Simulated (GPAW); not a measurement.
A run of GPAW 26.7.0:

File run.py:

```python
import numpy as np
from ase.dft.bandgap import bandgap
from ase.io import read, write
from gpaw import GPAW, PW, setup_paths
from gpaw.response.df import DielectricFunction

setup_paths.insert(0, '.')

atoms = read('POSCAR')

calc = GPAW(mode=PW(600),
            xc='PBEsol',
            kpts={'size': (8, 8, 8), 'gamma': True},
            occupations={'name': 'fermi-dirac', 'width': 0.001},
            nbands=11,
            convergence={'density': 1e-06},
            maxiter=150,
            txt='gpaw.txt')
atoms.calc = calc
energy = atoms.get_potential_energy()
calc.write('gs.gpw')
write('result.traj', atoms)
print(f'Energy: {energy:.6f} eV')
print('Fermi level:', round(calc.get_fermi_level(), 4), 'eV')
print(f'Gap: {bandgap(calc)[0]:.4f} eV, direct: {bandgap(calc, direct=True)[0]:.4f} eV')

for size in [(26, 26, 26)]:
    name = 'x'.join(str(n) for n in size)
    dense = calc.fixed_density(kpts={'size': size, 'gamma': True},
                               nbands=30, convergence={'bands': 24, 'eigenstates': 1e-7},
                               update_fermi_level=True, txt=f'dense-{name}.txt')
    dense.write(f'{name}.gpw', mode='all')
    df = DielectricFunction(f'{name}.gpw', frequencies=np.array([0.0]), hilbert=False, eta=0.001,
                            ecut=80, nbands=24, intraband=False, txt=f'df-{name}.txt')
    for xc in ['RPA']:
        for direction in ['x', 'y', 'z', [0, 1, 1], [1, 0, 1], [1, 1, 0]]:
            e0, e = df.get_macroscopic_dielectric_constant(xc=xc, direction=direction)
            print(f'{name} {xc} {direction}: {e0:.4f} without, {e:.4f} with local fields')
```

The input POSCAR:

```
GaN
1.0
    0.0000000000      2.2535006075      2.2535006075
    2.2535006075      0.0000000000      2.2535006075
    2.2535006075      2.2535006075      0.0000000000
Ga N
1 1
Direct
    0.0000000000      0.0000000000      0.0000000000
    0.2500000000      0.2500000000      0.2500000000
```

Potentials or basis: PAW data sets generated in the run's folder for this functional, pw.

The run is started by

```sh
$ gpaw-setup -f PBEsol Ga N
$ OMP_NUM_THREADS=1 python run.py
```

Hardware: 1 thread of Intel(R) Xeon(R) Processor @ 2.50GHz (Skylake/Cascade Lake) (shared host).

Estimate the wall time of this run.

Wall time 5.1 min on 1 thread of Intel(R) Xeon(R) Processor @ 2.50GHz (Skylake/Cascade Lake), on a shared host, peak memory 0.56 GiB. Counts: scf iterations 19, plane waves 778, bands 11, k points 29.
